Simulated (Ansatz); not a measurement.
The calculation used DFT PBE, scalar-relativistic, plane waves, PAW in Ansatz.

Levels along Γ–X–U | K–Γ–L–W–X, in eV from a zero inside the gap, sorted by energy at each point. Points in fractions of the primitive reciprocal vectors: Γ (0.000 0.000 0.000), X (-0.500 -0.500 0.000), U (-0.375 -0.375 0.250), K (-0.375 0.000 0.375), L (0.000 0.000 0.500), W (-0.500 -0.250 0.250).
| point | k (1/Å, with 2π) | band 7 | band 8 | band 9 | band 10 | band 11 | band 12 |
| --- | --- | --- | --- | --- | --- | --- | --- |
| Γ | 0.000 | -1.01 | -1.01 | -1.01 | 2.63 | 2.63 | 2.63 |
| - | 0.159 | -1.44 | -1.26 | -1.26 | 2.47 | 2.97 | 2.97 |
| - | 0.317 | -2.35 | -1.80 | -1.80 | 2.16 | 3.80 | 3.80 |
| - | 0.475 | -3.37 | -2.38 | -2.38 | 1.80 | 3.74 | 4.85 |
| - | 0.634 | -4.35 | -2.89 | -2.89 | 1.47 | 3.00 | 5.98 |
| - | 0.792 | -5.20 | -3.27 | -3.27 | 1.22 | 2.30 | 7.13 |
| - | 0.951 | -5.81 | -3.51 | -3.51 | 1.06 | 1.84 | 8.14 |
| X | 1.109 | -6.03 | -3.59 | -3.59 | 1.01 | 1.69 | 8.62 |
| - | 1.165 | -6.02 | -3.64 | -3.58 | 1.06 | 1.74 | 8.57 |
| - | 1.222 | -6.00 | -3.77 | -3.56 | 1.17 | 1.89 | 8.41 |
| - | 1.278 | -5.96 | -3.97 | -3.51 | 1.28 | 2.17 | 8.17 |
| - | 1.333 | -5.90 | -4.19 | -3.46 | 1.39 | 2.57 | 7.88 |
| - | 1.390 | -5.84 | -4.42 | -3.38 | 1.50 | 3.07 | 7.55 |
| - | 1.446 | -5.76 | -4.63 | -3.29 | 1.61 | 3.64 | 7.20 |
| U | 1.502 | -5.69 | -4.79 | -3.19 | 1.73 | 4.26 | 6.84 |
| K | 1.502 | -5.69 | -4.79 | -3.19 | 1.73 | 4.26 | 6.84 |
| - | 1.670 | -5.58 | -4.83 | -2.80 | 2.15 | 5.77 | 6.05 |
| - | 1.838 | -5.42 | -4.32 | -2.35 | 2.61 | 4.80 | 5.40 |
| - | 2.006 | -4.89 | -3.62 | -1.88 | 2.96 | 4.00 | 4.57 |
| - | 2.174 | -4.00 | -2.81 | -1.48 | 3.01 | 3.38 | 3.84 |
| - | 2.342 | -2.87 | -1.98 | -1.20 | 2.83 | 2.96 | 3.26 |
| - | 2.510 | -1.67 | -1.30 | -1.06 | 2.66 | 2.71 | 2.84 |
| Γ | 2.678 | -1.01 | -1.01 | -1.01 | 2.63 | 2.63 | 2.63 |
| - | 2.816 | -1.53 | -1.10 | -1.10 | 2.58 | 2.75 | 2.75 |
| - | 2.953 | -2.59 | -1.30 | -1.30 | 2.48 | 3.05 | 3.05 |
| - | 3.090 | -3.73 | -1.55 | -1.55 | 2.34 | 3.37 | 3.37 |
| - | 3.227 | -4.78 | -1.78 | -1.78 | 2.21 | 3.57 | 3.57 |
| - | 3.365 | -5.64 | -1.96 | -1.96 | 2.11 | 3.63 | 3.63 |
| - | 3.502 | -6.23 | -2.08 | -2.08 | 2.05 | 3.62 | 3.62 |
| L | 3.639 | -6.44 | -2.12 | -2.12 | 2.03 | 3.61 | 3.61 |
| - | 3.751 | -6.40 | -2.35 | -2.18 | 2.24 | 3.54 | 3.76 |
| - | 3.863 | -6.30 | -2.91 | -2.37 | 2.66 | 3.41 | 4.28 |
| - | 3.975 | -6.13 | -3.54 | -2.68 | 3.03 | 3.36 | 5.15 |
| - | 4.087 | -5.92 | -4.12 | -3.07 | 3.33 | 3.48 | 5.96 |
| - | 4.199 | -5.69 | -4.53 | -3.50 | 3.60 | 3.80 | 5.70 |
| - | 4.311 | -5.54 | -4.67 | -3.91 | 3.97 | 4.17 | 5.09 |
| W | 4.423 | -5.52 | -4.61 | -4.13 | 4.28 | 4.52 | 4.58 |
| - | 4.503 | -5.56 | -4.54 | -4.11 | 3.64 | 4.10 | 5.21 |
| - | 4.582 | -5.67 | -4.38 | -4.04 | 2.94 | 3.48 | 6.02 |
| - | 4.661 | -5.78 | -4.17 | -3.94 | 2.31 | 2.90 | 6.82 |
| - | 4.740 | -5.89 | -3.96 | -3.83 | 1.78 | 2.41 | 7.55 |
| - | 4.820 | -5.97 | -3.77 | -3.71 | 1.37 | 2.02 | 8.14 |
| - | 4.899 | -6.01 | -3.64 | -3.62 | 1.11 | 1.78 | 8.51 |
| X | 4.978 | -6.03 | -3.59 | -3.59 | 1.01 | 1.69 | 8.62 |

The cell has space group F-43m, 2 atoms and 18 electrons in the valence of the PAW potentials, and holds 2 elements, among them Te; it is relaxed at this level.

Cutoff 420 eV, k mesh 8×8×8. No spin polarisation.

Question: Which material gives these bands?

Answer: BeTe, conventional cell a = 5.664 Å (cubic). Other compounds weren't ruled out.

Spin-orbit coupling is left out, which matters for the bands of heavy elements.

The cell was reached from a generator's guess, though it ends in a space group that the Crystallography Open Database lists for this formula.
